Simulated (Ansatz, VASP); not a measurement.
## Si: VASP beside Ansatz

The input INCAR:

```
PREC = Accurate
ENCUT = 600
EDIFF = 1E-6
ISMEAR = -1
SIGMA = 0.05
LREAL = F
LASPH = T
NELM = 60
ALGO = Normal
ISIF = 3
LWAVE = F
LCHARG = F
GGA = RP
IBRION = 2
NSW = 80
EDIFFG = -0.01
```

The input KPOINTS:

```
regular mesh
0
Gamma
  8 8 8
```

File POSCAR:

```
Si
1.0
    0.0000000000      2.7218511865      2.7218511865
    2.7218511865      0.0000000000      2.7218511865
    2.7218511865      2.7218511865      0.0000000000
Si
2
Direct
    0.5000000000      0.5000000000      0.5000000000
    0.7500000000      0.7500000000      0.7500000000
```

Contents of input.yaml:

```yaml
crystal:
  lattice:
    - [0.0, 2.7218511865, 2.7218511865]
    - [2.7218511865, 0.0, 2.7218511865]
    - [2.7218511865, 2.7218511865, 0.0]
  atoms:
    - { symbol: Si, position: [0.5, 0.5, 0.5] }
    - { symbol: Si, position: [0.75, 0.75, 0.75] }
kpoints:
  mp_grid: { grid: [8, 8, 8] }
scf:
  occupations: { method: fermi_dirac, width: 0.05 }
hamiltonian:
  xc: rpbe
  pseudopotentials: { kind: all_electron, lapw: { basis_error: 0.001 } }
output:
  forces: true
  stress: true
relax:
  f_tol: 0.01
  max_steps: 60
  cell: {}
```

Alike in both runs: task relaxation of cell and atoms; functional RPBE; k mesh 8 × 8 × 8; occupations fermi-dirac, width 0.05 eV; no spin polarisation.

|  | VASP | Ansatz |
| --- | --- | --- |
| version | VASP 6.6.1 | Ansatz 0.2.0 |
| potentials or method | VASP PAW PBE potentials, release 64 (Si) | all-electron LAPW, scalar-relativistic |
| plane-wave cutoff (eV) | 600 | see its input |

VASP gave:

- relaxed volume (Å³/atom): 20.77
- relaxed cell length with the largest relative difference (Å): 3.887
- energy change over the relaxation (meV/atom): -5

Which values does Ansatz return?

Relaxed volume (Å³/atom): 20.81; relaxed cell length with the largest relative difference (Å): 3.890; energy change over the relaxation (meV/atom): -6.

Ansatz ran all-electron here, so the differences hold the error of VASP's frozen core and of both bases.

Caveats: the PAW data sets were made with another functional, which shifts forces and pressure a little (VASP). A k mesh can miss the band edges.
